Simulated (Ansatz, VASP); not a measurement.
One calculation of Cd, two programs

```
Cd
1.0
     0.00000    2.21815    2.21815
     2.21815    0.00000    2.21815
     2.21815    2.21815    0.00000
Cd
1
Direct
  0.00000 0.00000 0.00000
```

This isn't the form of Cd at room conditions, which is hcp.

Alike in both runs: task single point; functional PBE; k mesh 20 × 20 × 20; occupations gaussian, width 0.15 eV; no spin polarisation.

|  | VASP | Ansatz |
| --- | --- | --- |
| version | VASP 6.6.1 | Ansatz 0.2.0 |
| potentials or method | VASP PAW PBE potentials, release 64 (Cd) | scalar-relativistic, plane waves, PAW |
| plane-wave cutoff (eV) | 520 | 420 |
| valence electrons in the cell | 12 | 20 |

```tsv
	VASP	Ansatz	Ansatz less VASP
gap on the k mesh at the Fermi level (eV)	none	none	-
pressure (GPa)	2.4	2.1	-0.29
```

A gap of «none» marks a metal or a gap that the smearing closes. The two sets of potentials don't hold the same shells in valence.
